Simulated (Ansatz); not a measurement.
## CaF$_{2}$: zone-centre modes under pressure

CaF$_{2}$, Fm-3m, a = 5.326 Å. Ansatz: LDA, PAW, 420 eV, Γ-centred 8×8×8 mesh on 3 atoms, fixed occupations; no spin polarisation. Cell and atoms are relaxed at each pressure with the symmetry kept; optical modes at Γ by linear response, in cm⁻¹, matched by rank (the highest 2 distinct ones), without the LO field. The real crystal is known to change phase within this range, so the rows at high pressure are metastable.

| P (GPa) | V (Å³/atom) | ω1 | ω2 |
| --- | --- | --- | --- |
| 0 | 12.590 | 277.5 | 338.9 |
| 7 | 11.854 | ? | ? |
| 18 | 11.036 | 374.9 | 417.3 |
| 35 | 10.174 | 439.0 | 471.6 |

Problem. Get each mode's Grüneisen parameter γ = −d ln ω/d ln V from the other rows and predict the missing frequencies.

Solution. ln(V/V0) = 0.0000, -0.0602, -0.1317, -0.2131; a line through ln(ω/ω0) of the 3 known rows gives ω1: γ = 2.165 (intercept 0.0043), predicted 317.5, computed 321.2; ω2: γ = 1.553 (intercept 0.0010), predicted 372.5, computed 373.3. The worst miss is 1.2 %: γ isn't constant over this range.

Cost: 4 runs of about 1.5 core-minutes in all, on Intel Xeon Platinum 8375C (Ice Lake) (shared hosts).